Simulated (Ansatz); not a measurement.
Base system: LaAlO3 (space group R-3c, No. 167; a = 5.353 Å, c = 13.048 Å (hexagonal axes)).

Calculations: Kohn–Sham DFT with the PBEsol functional, run in Ansatz (a first-principles code) with PAW and 420 eV plane waves, without spin-orbit coupling.

One change was made to it. Results:

| quantity | base | after |
|---|---|---|
| band gap | 3.94 eV | 3.75 eV |
| width of the top valence band | 0.53 eV | 0.61 eV |
| density | 6.58 g/cm³ | 7.12 g/cm³ |

### Question
Which of these changes matches the shifts?
(A) pressure −1 GPa
(B) pressure 1.8 GPa
(C) pressure 18 GPa
(D) pressure 9 GPa

### Answer
C, pressure 18 GPa. For comparison, the band gap in the other runs: pressure −1 GPa gives 3.95 eV; pressure 9 GPa gives 3.86 eV; pressure 1.8 GPa gives 3.93 eV.

Load acts through the strain it causes; cell and atoms are relaxed under it. Whether these cells are dynamically stable was not tested. No other phases were tried under pressure.
